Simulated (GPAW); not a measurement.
Sn:

```
CELL_PARAMETERS angstrom
-1.72654 1.77555 2.33834
1.72654 -1.77555 2.33834
1.72654 1.77555 -2.33834
ATOMIC_POSITIONS crystal
Sn 0.00000 0.00000 0.00000
```

This isn't the form of Sn at room conditions, which is tetragonal (white tin).

Base run:

| Property | Result |
| --- | --- |
| Program | GPAW 26.7.0 |
| Functional | PBE |
| Potentials or basis | GPAW PAW data sets (gpaw-data 1.2.1) |
| Cutoff | 500 eV |
| Basis | pw |
| k mesh | 9 × 9 × 9 |
| Occupations | fermi-dirac, width 0.05 eV |
| Spin | no spin polarisation |

Its results: pressure -1.5 GPa.

Problem. The run is repeated on the same cell with these changes: functional from PBE to LDA; potentials or basis from GPAW PAW data sets (gpaw-data 1.2.1) to the program's PAW data sets (release 1.2.1) made for this functional; cutoff from 500 eV to 600 eV. What comes out?

Solution. Pressure -4.7 GPa.

Caveats: the cutoff is short for stress and forces, so pressures can be off by a GPa or more (some runs).
